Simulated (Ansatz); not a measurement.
# The perfect armchair graphene nanoribbon (N = 15, H edges), part 3 of 3

What gap, if any, does the armchair graphene nanoribbon (N = 15, H edges) have, and how does it change under strain?

Ansatz 0.2.0; DFT PBE, plane waves, PAW; relaxation of a wire's period (the session's first sound run).

So far, band gap (eV): step 3 (the perfect wire) 0.489; step 4 (relaxing the atoms, period over the relaxed period 0.96, k-mesh …) 0.0171.

**5. At a strained period, period over the relaxed period 0.98, k-mesh 1×1×15**

Level of this step: DFT PBE, plane waves, PAW; relaxation at a fixed period (Ansatz).

The period is set to 0.98 times the relaxed one and the atoms relax within it: strain changes bond lengths and angles, which shifts the bands against each other. Against the first PBE run of this kind, the mesh along the wire has 15 points against 19.

The cell differs from the one that the last finished run ended in (c 4.115 → 4.201 Å).

input.yaml

```yaml
crystal:
  lattice:
    - [26.07, 0.0, 0.0]
    - [0.0, 7.0, 0.0]
    - [0.0, 0.0, 4.2005375422]
  atoms:
    - { symbol: C, position: [0.170135642, 0.5, 0.006751533] }
    - { symbol: C, position: [0.263515998, 0.5, 0.999916799] }
    - { symbol: C, position: [0.358209949, 0.5, 0.999620146] }
    - { symbol: C, position: [0.452779777, 0.5, 0.000252998] }
    - { symbol: C, position: [0.547220223, 0.5, 0.000252998] }
    - { symbol: C, position: [0.641790051, 0.5, 0.999620146] }
    - { symbol: C, position: [0.736484002, 0.5, 0.999916799] }
    - { symbol: C, position: [0.829864358, 0.5, 0.006751533] }
    - { symbol: C, position: [0.170135642, 0.5, 0.3265818] }
    - { symbol: C, position: [0.263515998, 0.5, 0.333416535] }
    - { symbol: C, position: [0.358209949, 0.5, 0.333713187] }
    - { symbol: C, position: [0.452779777, 0.5, 0.333080335] }
    - { symbol: C, position: [0.547220223, 0.5, 0.333080335] }
    - { symbol: C, position: [0.641790051, 0.5, 0.333713187] }
    - { symbol: C, position: [0.736484002, 0.5, 0.333416535] }
    - { symbol: C, position: [0.829864358, 0.5, 0.3265818] }
    - { symbol: H, position: [0.133390671, 0.5, 0.446646174] }
    - { symbol: H, position: [0.866609329, 0.5, 0.446646174] }
    - { symbol: C, position: [0.216322889, 0.5, 0.498790957] }
    - { symbol: C, position: [0.311015735, 0.5, 0.500603274] }
    - { symbol: C, position: [0.405412522, 0.5, 0.500146895] }
    - { symbol: C, position: [0.5, 0.5, 0.499749841] }
    - { symbol: C, position: [0.594587478, 0.5, 0.500146895] }
    - { symbol: C, position: [0.688984265, 0.5, 0.500603274] }
    - { symbol: C, position: [0.783677111, 0.5, 0.498790957] }
    - { symbol: C, position: [0.216322889, 0.5, 0.834542376] }
    - { symbol: C, position: [0.311015735, 0.5, 0.832730059] }
    - { symbol: C, position: [0.405412522, 0.5, 0.833186438] }
    - { symbol: C, position: [0.5, 0.5, 0.833583493] }
    - { symbol: C, position: [0.594587478, 0.5, 0.833186438] }
    - { symbol: C, position: [0.688984265, 0.5, 0.832730059] }
    - { symbol: C, position: [0.783677111, 0.5, 0.834542376] }
    - { symbol: H, position: [0.133390671, 0.5, 0.886687159] }
    - { symbol: H, position: [0.866609329, 0.5, 0.886687159] }
kpoints:
  mp_grid: { grid: [1, 1, 15] }
  band_path: { path: ["Γ", Z], npoints: 90 }
scf:
  occupations: { method: fermi_dirac, width: 0.05 }
hamiltonian:
  xc: pbe
relax:
  max_steps: 40
  f_tol: 0.02
output:
  stress: true
```

On the command line:

```sh
$ ansatz run input.yaml --threads 4 --pin off --max-ram 16384MiB --backend cpu --events-out ev --progress --plain --runs-dir out
```

Numbers of over 12 decimals in the logs are rounded to 6 here.

Output:

```text
[...]
Crystal: 34 atoms, lattice volume = 766.556 Å³
Basis set: ecut = 420 eV, 14927 PW (Γ), exchange–correlation on 360×96×60 points (8 copies of the dense FFT grid, shifted against one another)
Bands: 96, of which v1, the nominal top of the filled ones, is band 62 counted from 1 (61 counted from 0)
Symmetry: 8 space group operations
[...]
- { symbol: H, position: [0.132210, 0.5, 0.452781] }
    - { symbol: H, position: [0.867790, 0.5, 0.452781] }
[...]
- { symbol: C, position: [0.500000, 0.5, 0.834209] }
    - { symbol: C, position: [0.594936, 0.5, 0.833925] }
    - { symbol: C, position: [0.689692, 0.5, 0.833453] }
    - { symbol: C, position: [0.784697, 0.5, 0.835284] }
    - { symbol: H, position: [0.132210, 0.5, 0.880553] }
    - { symbol: H, position: [0.867790, 0.5, 0.880553] }
[key lines of the parts left out:]
SCF converged after 5 iterations
Free energy (F): -7591.122150 eV
Fermi energy:    -0.009735 eV
P = ⅓ Tr σ = 2.3463 GPa (23.463 kbar)
```

The job ended after 1.9 min (4 threads of Arm Neoverse V2, shared host; peak memory 3.8 GiB; 7.6 min of CPU time).

Step by step:

| step | energy less that of the first step (eV) | largest force component (eV/Å) |
| --- | --- | --- |
| 1 | 0.0000 | 0.7573 |
| 2 | -0.0379 | 0.2008 |
| 3 | -0.0431 | 0.0339 |
| 4 | -0.0432 | 0.0048 |

The run keeps the 8 symmetry operations that it works with, so distortions that break them were not tested.

The atoms that moved most (Å):

| atom | dx | dy | dz | length |
| --- | --- | --- | --- | --- |
| H18 | 0.031 | 0.000 | 0.026 | 0.040 |
| H17 | -0.031 | 0.000 | 0.026 | 0.040 |
| H34 | 0.031 | 0.000 | -0.026 | 0.040 |
| H33 | -0.031 | 0.000 | -0.026 | 0.040 |
| C9 | -0.037 | 0.000 | 0.008 | 0.038 |
| C16 | 0.037 | 0.000 | 0.008 | 0.038 |
| C1 | -0.037 | 0.000 | -0.008 | 0.038 |
| C8 | 0.037 | 0.000 | -0.008 | 0.038 |

Final coordinates:

```xyz
34
Lattice="26.0700 0.0000 0.0000 0.0000 7.0000 0.0000 0.0000 0.0000 4.2005" Properties=species:S:1:pos:R:3
C     4.3984    3.5000    0.0202
C     6.8470    3.5000    4.1971
C     9.3251    3.5000    4.1964
C    11.7993    3.5000   -0.0020
C    14.2707    3.5000   -0.0020
C    16.7449    3.5000    4.1964
C    19.2230    3.5000    4.1971
C    21.6716    3.5000    0.0202
C     4.3984    3.5000    1.3799
C     6.8470    3.5000    1.4036
C     9.3251    3.5000    1.4043
C    11.7993    3.5000    1.4021
C    14.2707    3.5000    1.4021
C    16.7449    3.5000    1.4043
C    19.2230    3.5000    1.4036
C    21.6716    3.5000    1.3799
H     3.4467    3.5000    1.9019
H    22.6233    3.5000    1.9019
C     5.6130    3.5000    2.0921
C     8.0897    3.5000    2.0998
C    10.5600    3.5000    2.0978
C    13.0350    3.5000    2.0966
C    15.5100    3.5000    2.0978
C    17.9803    3.5000    2.0998
C    20.4570    3.5000    2.0921
C     5.6130    3.5000    3.5086
C     8.0897    3.5000    3.5010
C    10.5600    3.5000    3.5029
C    13.0350    3.5000    3.5041
C    15.5100    3.5000    3.5029
C    17.9803    3.5000    3.5010
C    20.4570    3.5000    3.5086
H     3.4467    3.5000    3.6988
H    22.6233    3.5000    3.6988
```

The gap is 0.273 eV, against 0.489 eV under PBE at the relaxed period.

**6. Strain along the wire, period over the relaxed period 1.02, k-mesh 1×1×14**

The period is set to 1.02 times the relaxed one and the atoms relax within it: strain changes bond lengths and angles, which shifts the bands against each other. Against the first PBE run of this kind, the mesh along the wire has 14 points against 19.

The cell differs from the one that the last finished run ended in (c 4.201 → 4.372 Å).

Edit input.yaml of step 5 so:

```diff
@@ -4,3 +4,3 @@
     - [0.0, 7.0, 0.0]
-    - [0.0, 0.0, 4.2005375422]
+    - [0.0, 0.0, 4.3719880541]
   atoms:
@@ -41,3 +41,3 @@
 kpoints:
-  mp_grid: { grid: [1, 1, 15] }
+  mp_grid: { grid: [1, 1, 14] }
   band_path: { path: ["Γ", Z], npoints: 90 }
```

Output:

```text
[...]
Crystal: 34 atoms, lattice volume = 797.844 Å³
Basis set: ecut = 420 eV, 15623 PW (Γ), exchange–correlation on 360×96×60 points (8 copies of the dense FFT grid, shifted against one another)
Bands: 96, of which v1, the nominal top of the filled ones, is band 62 counted from 1 (61 counted from 0)
Symmetry: 8 space group operations
[...]
- { symbol: H, position: [0.865576, 0.500000, 0.440465] }
[...]
- { symbol: C, position: [0.5, 0.500000, 0.833259] }
    - { symbol: C, position: [0.594289, 0.500000, 0.832698] }
    - { symbol: C, position: [0.688366, 0.500000, 0.832239] }
    - { symbol: C, position: [0.782804, 0.500000, 0.834152] }
    - { symbol: H, position: [0.134424, 0.500000, 0.892868] }
    - { symbol: H, position: [0.865576, 0.500000, 0.892868] }
[key lines of the parts left out:]
SCF converged after 5 iterations
Free energy (F): -7591.143908 eV
Fermi energy:    -0.279460 eV
P = ⅓ Tr σ = -2.0436 GPa (-20.436 kbar)
```

Run time: 2.1 min. Hardware: 4 threads; peak memory 3.9 GiB.

The steps of the relaxation:

| step | energy less that of the first step (eV) | largest force component (eV/Å) |
| --- | --- | --- |
| 1 | 0.0000 | 0.5930 |
| 2 | -0.0288 | 0.1847 |
| 3 | -0.0318 | 0.0313 |
| 4 | -0.0318 | 0.0075 |

The run keeps the 8 symmetry operations that it works with, so distortions that break them were not tested.

The atoms that moved most (Å):

| atom | dx | dy | dz | length |
| --- | --- | --- | --- | --- |
| H33 | 0.027 | 0.000 | 0.027 | 0.038 |
| H34 | -0.027 | 0.000 | 0.027 | 0.038 |
| H17 | 0.027 | 0.000 | -0.027 | 0.038 |
| H18 | -0.027 | 0.000 | -0.027 | 0.038 |
| C8 | -0.033 | 0.000 | 0.008 | 0.034 |
| C1 | 0.033 | 0.000 | 0.008 | 0.034 |
| C16 | -0.033 | 0.000 | -0.008 | 0.034 |
| C9 | 0.033 | 0.000 | -0.008 | 0.034 |

Final coordinates:

```xyz
34
Lattice="26.0700 0.0000 0.0000 0.0000 7.0000 0.0000 0.0000 0.0000 4.3720" Properties=species:S:1:pos:R:3
C     4.4684    3.5000    0.0379
C     6.8895    3.5000    4.3737
C     9.3501    3.5000    4.3716
C    11.8081    3.5000    0.0032
C    14.2619    3.5000    0.0032
C    16.7199    3.5000    4.3716
C    19.1805    3.5000    4.3737
C    21.6016    3.5000    0.0379
C     4.4684    3.5000    1.4194
C     6.8895    3.5000    1.4557
C     9.3501    3.5000    1.4577
C    11.8081    3.5000    1.4542
C    14.2619    3.5000    1.4542
C    16.7199    3.5000    1.4577
C    19.1805    3.5000    1.4557
C    21.6016    3.5000    1.4194
H     3.5044    3.5000    1.9257
H    22.5656    3.5000    1.9257
C     5.6623    3.5000    2.1824
C     8.1243    3.5000    2.1908
C    10.5769    3.5000    2.1888
C    13.0350    3.5000    2.1863
C    15.4931    3.5000    2.1888
C    17.9457    3.5000    2.1908
C    20.4077    3.5000    2.1824
C     5.6623    3.5000    3.6469
C     8.1243    3.5000    3.6385
C    10.5769    3.5000    3.6405
C    13.0350    3.5000    3.6430
C    15.4931    3.5000    3.6405
C    17.9457    3.5000    3.6385
C    20.4077    3.5000    3.6469
H     3.5044    3.5000    3.9036
H    22.5656    3.5000    3.9036
```

Electronic bands along the path, in eV, zero at the Fermi level; v1 is the highest filled band, c1 the lowest empty one:

| point | v4 | v3 | v2 | v1 | c1 | c2 | c3 | c4 |
| --- | --- | --- | --- | --- | --- | --- | --- | --- |
| Γ | -1.55 | -1.10 | -0.55 | -0.35 | 0.35 | 0.60 | 0.99 | 1.39 |
| halfway | -2.43 | -2.14 | -1.77 | -1.69 | 1.57 | 1.59 | 2.12 | 2.29 |
| Z | -3.09 | -2.61 | -2.46 | -2.24 | 1.78 | 2.07 | 2.22 | 2.93 |

The gap is 0.708 eV, against 0.489 eV under PBE at the relaxed period.

**7. Strain along the wire, period over the relaxed period 1.04, k-mesh 1×1×14**

The period is set to 1.04 times the relaxed one and the atoms relax within it: strain changes bond lengths and angles, which shifts the bands against each other. Against the first PBE run of this kind, the mesh along the wire has 14 points against 19.

The cell differs from the one that the last finished run ended in (c 4.372 → 4.458 Å).

Edit input.yaml of step 6 so:

```diff
@@ -4,3 +4,3 @@
     - [0.0, 7.0, 0.0]
-    - [0.0, 0.0, 4.3719880541]
+    - [0.0, 0.0, 4.4577133101]
   atoms:
```

Output:

```text
[...]
Crystal: 34 atoms, lattice volume = 813.488 Å³
Basis set: ecut = 420 eV, 15895 PW (Γ), exchange–correlation on 360×96×60 points (8 copies of the dense FFT grid, shifted against one another)
Bands: 96, of which v1, the nominal top of the filled ones, is band 62 counted from 1 (61 counted from 0)
Symmetry: 8 space group operations
[...]
- { symbol: H, position: [0.864727, 0.500000, 0.434011] }
[...]
- { symbol: C, position: [0.5, 0.500000, 0.833104] }
    - { symbol: C, position: [0.594029, 0.500000, 0.832440] }
    - { symbol: C, position: [0.687851, 0.500000, 0.831982] }
    - { symbol: C, position: [0.782081, 0.500000, 0.833957] }
    - { symbol: H, position: [0.135273, 0.500000, 0.899322] }
    - { symbol: H, position: [0.864727, 0.500000, 0.899322] }
[key lines of the parts left out:]
SCF converged after 6 iterations
Free energy (F): -7590.250294 eV
Fermi energy:    -0.384190 eV
P = ⅓ Tr σ = -3.9239 GPa (-39.239 kbar)
```

Elapsed: 2.1 min, on 4 threads; peak memory 4 GiB.

Relaxation path:

| step | energy less that of the first step (eV) | largest force component (eV/Å) |
| --- | --- | --- |
| 1 | 0.0000 | 1.0350 |
| 2 | -0.1033 | 0.3467 |
| 3 | -0.1130 | 0.0580 |
| 4 | -0.1131 | 0.0179 |

The run keeps the 8 symmetry operations that it works with, so distortions that break them were not tested.

The atoms that moved most (Å):

| atom | dx | dy | dz | length |
| --- | --- | --- | --- | --- |
| H33 | 0.049 | 0.000 | 0.056 | 0.075 |
| H34 | -0.049 | 0.000 | 0.056 | 0.075 |
| H17 | 0.049 | 0.000 | -0.056 | 0.075 |
| H18 | -0.049 | 0.000 | -0.056 | 0.075 |
| C1 | 0.062 | 0.000 | 0.017 | 0.064 |
| C8 | -0.062 | 0.000 | 0.017 | 0.064 |
| C9 | 0.062 | 0.000 | -0.017 | 0.064 |
| C16 | -0.062 | 0.000 | -0.017 | 0.064 |

The relaxed structure:

```xyz
34
Lattice="26.0700 0.0000 0.0000 0.0000 7.0000 0.0000 0.0000 0.0000 4.4577" Properties=species:S:1:pos:R:3
C     4.4974    3.5000    0.0470
C     6.9062    3.5000    4.4603
C     9.3599    3.5000    4.4579
C    11.8114    3.5000    0.0042
C    14.2586    3.5000    0.0042
C    16.7101    3.5000    4.4579
C    19.1638    3.5000    4.4603
C    21.5726    3.5000    0.0470
C     4.4974    3.5000    1.4389
C     6.9062    3.5000    1.4833
C     9.3599    3.5000    1.4857
C    11.8114    3.5000    1.4817
C    14.2586    3.5000    1.4817
C    16.7101    3.5000    1.4857
C    19.1638    3.5000    1.4833
C    21.5726    3.5000    1.4389
H     3.5266    3.5000    1.9347
H    22.5434    3.5000    1.9347
C     5.6812    3.5000    2.2261
C     8.1377    3.5000    2.2349
C    10.5837    3.5000    2.2328
C    13.0350    3.5000    2.2299
C    15.4863    3.5000    2.2328
C    17.9323    3.5000    2.2349
C    20.3888    3.5000    2.2261
C     5.6812    3.5000    3.7175
C     8.1377    3.5000    3.7087
C    10.5837    3.5000    3.7108
C    13.0350    3.5000    3.7137
C    15.4863    3.5000    3.7108
C    17.9323    3.5000    3.7087
C    20.3888    3.5000    3.7175
H     3.5266    3.5000    4.0089
H    22.5434    3.5000    4.0089
```

The gap is 0.877 eV, against 0.489 eV under PBE at the relaxed period.

**8. At a strained period, period over the relaxed period 1.06, k-mesh 1×1×14**

The period is set to 1.06 times the relaxed one and the atoms relax within it: strain changes bond lengths and angles, which shifts the bands against each other. Against the first PBE run of this kind, the mesh along the wire has 14 points against 19.

The cell differs from the one that the last finished run ended in (c 4.458 → 4.543 Å).

Edit input.yaml of step 7 so:

```diff
@@ -4,3 +4,3 @@
     - [0.0, 7.0, 0.0]
-    - [0.0, 0.0, 4.4577133101]
+    - [0.0, 0.0, 4.5434385661]
   atoms:
```

Output:

```text
[...]
Crystal: 34 atoms, lattice volume = 829.132 Å³
Basis set: ecut = 420 eV, 16199 PW (Γ), exchange–correlation on 360×96×64 points (8 copies of the dense FFT grid, shifted against one another)
Bands: 96, of which v1, the nominal top of the filled ones, is band 62 counted from 1 (61 counted from 0)
Symmetry: 8 space group operations
[...]
- { symbol: H, position: [0.135954, 0.5, 0.427401] }
    - { symbol: H, position: [0.864046, 0.5, 0.427401] }
[...]
- { symbol: C, position: [0.500000, 0.5, 0.833218] }
    - { symbol: C, position: [0.593814, 0.5, 0.832416] }
    - { symbol: C, position: [0.687432, 0.5, 0.832005] }
    - { symbol: C, position: [0.781502, 0.5, 0.833944] }
    - { symbol: H, position: [0.135954, 0.5, 0.905932] }
    - { symbol: H, position: [0.864046, 0.5, 0.905932] }
[key lines of the parts left out:]
SCF converged after 5 iterations
Free energy (F): -7588.835552 eV
Fermi energy:    -0.471095 eV
P = ⅓ Tr σ = -5.5984 GPa (-55.984 kbar)
```

Elapsed: 2.3 min, on 4 threads; peak memory 4.1 GiB.

Electronic bands along the path, in eV, zero at the Fermi level; v1 is the highest filled band, c1 the lowest empty one:

| point | v4 | v3 | v2 | v1 | c1 | c2 | c3 | c4 |
| --- | --- | --- | --- | --- | --- | --- | --- | --- |
| Γ | -1.36 | -1.31 | -0.61 | -0.34 | 0.34 | 0.51 | 1.08 | 1.40 |
| halfway | -2.20 | -2.12 | -1.59 | -1.57 | 1.47 | 1.50 | 2.07 | 2.15 |
| Z | -2.90 | -2.43 | -2.24 | -2.03 | 1.73 | 1.98 | 2.22 | 2.84 |

The gap is 0.684 eV, against 0.489 eV under PBE at the relaxed period.

**9. Comparing the runs**

Times are for 4 threads of Arm Neoverse V2, shared host. Results by setting:

| no. | period over the relaxed period | k-mesh | free energy less the lowest (eV) | pressure (GPa) | band gap (eV) | time | memory (GiB) |
| --- | --- | --- | --- | --- | --- | --- | --- |
| 1 | 0.96 | 1×1×15 | 1.058 | 4.832 | 0.01706 | 2 min | 3.7 |
| 2 | 0.98 | 1×1×15 | 0.02176 | 2.346 | 0.2728 | 1.9 min | 3.8 |
| 3 | 1.02 | 1×1×14 | 0 | -2.044 | 0.7079 | 2.1 min | 3.9 |
| 4 | 1.04 | 1×1×14 | 0.8936 | -3.924 | 0.8772 | 2.1 min | 4.0 |
| 5 | 1.06 | 1×1×14 | 2.308 | -5.598 | 0.6836 | 2.3 min | 4.1 |

**10. Summary of results**

- cell length, PBE: 4.286 Å
- gap, PBE: 0.489 eV
- gap, period scaled by 0.96: 0.0171 eV
- gap, period scaled by 0.98: 0.273 eV
- gap, period scaled by 1.02: 0.708 eV
- gap, period scaled by 1.04: 0.877 eV
- gap, period scaled by 1.06: 0.684 eV

In words: Under PBE the cell's length is 4.29 Å, and a gap of 0.49 eV makes it a semiconductor. Strain matters: under PBE the gap goes from 0.49 eV to 0.0171 eV at 0.96 times the period, 0.273 eV at 0.98 times the period, 0.708 eV at 1.02 times the period, 0.877 eV at 1.04 times the period and 0.684 eV at 1.06 times the period. Where the gap is under about 0.35 eV, the smearing of 0.05 eV partly fills the band edges in the SCF.

[Logs are printed without paths, hosts, clocks, repeated set-up lines and the standing remarks that a program may print on its own settings, such as how far it seeks lower states.]

[Hosts, paths, dates, database ids (printed as entryN), source tags and the programs' standing remarks are cut or masked in the printed files.]
